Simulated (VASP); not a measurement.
## Al under changes of volume

One of the cells (16.896 Å³/atom); the others are scaled copies at fixed shape and fractional positions:

```
Al
1.0
     2.89022    0.00000    0.00000
    -1.44511    2.50300    0.00000
     0.00000    0.00000   11.67818
Al
5
Direct
  0.66667 0.33333 0.80134
  0.00000 0.00000 0.00000
  0.33333 0.66667 0.19866
  0.66667 0.33333 0.39888
  0.33333 0.66667 0.60112
```

The cell was built by a generator and needn't be a form met in nature.

```yaml
Program: VASP 6.6.1
Functional: PBE
Potentials_or_basis: VASP PAW PBE potentials, release 64 (Al)
Cutoff: 520 eV
k_mesh: 11 × 11 × 3
Occupations: fermi-dirac, width 0.05 eV
Spin: no spin polarisation
```

| volume (Å³/atom) | energy over the lowest point (meV/atom) | pressure (GPa) | largest force (eV/Å) |
| --- | --- | --- | --- |
| 15.571 | ? | ? | ? |
| 15.903 | 5.07 | 3.4 | 0.005 |
| 16.234 | 0.00 | 1.6 | 0.010 |
| 16.896 | 0.19 | -1.5 | 0.017 |
| 17.228 | 4.72 | -2.8 | 0.020 |
| 17.559 | 11.79 | -3.9 | 0.021 |

Task: What does the run at 15.571 Å³/atom give?

Result: Energy over the lowest point 14.14 meV/atom; pressure 5.4 GPa; largest force 0.010 eV/Å.

Worked out: A Birch-Murnaghan fit of order 3 (a polynomial in V^(-2/3)) to the other rows has its minimum at 16.55 Å³/atom with B0 = V·E''(V) = 77 GPa and B' = 4.7 at fixed shape and positions, which overstates the stiffness. It gives 14.17 meV/atom at 15.571 Å³/atom, against the run's 14.14, and -dE/dV = 5.4 GPa, against 5.4.

Energies are extrapolated to zero smearing.
